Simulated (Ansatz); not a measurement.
**What a trial cell of CdSe3 relaxes into**

The calculation used DFT PBE, scalar-relativistic, plane waves, PAW in Ansatz 0.2.0. Cutoff 420 eV, Γ-centred k mesh, Gaussian smearing, no spin polarisation in the final step.

A relaxed cell is given with its space group left out.

```
Cd Se
1.0
     5.29562    0.00000    0.00000
     0.00000    5.29562    0.00000
     0.00000    0.00000    5.29562
Cd Se
1 3
Direct
  0.00000 0.00000 0.00000
  0.50000 0.00000 0.00000
  0.00000 0.50000 0.00000
  0.00000 0.00000 0.50000
```

Energies over the elements count from the elements' standard structures at the same level, with no empirical corrections.

(1) What space group does it have?

(2) How far does it lie from the elements in energy?

(3) Is it a metal?

## Answers

(1) Pm-3m (No. 221). Conventional cell: a = 5.296 Å. Around Cd lie 6 Se at 2.65 Å; around Se lie 2 Cd at 2.65 Å.

(2) 0.72 eV/atom.

(3) Yes, bands cross the Fermi level on the 10×10×10 mesh.

The final run used a 10×10×10 mesh on its 4-atom cell and 0.10 eV smearing. For metals, differences of a few meV/atom aren't resolved. The cell came from a trial start, so CdSe3 may not exist in this structure.

Cost: 3 runs of about 1.4 core-minutes in all, on Arm Neoverse V1 (shared hosts).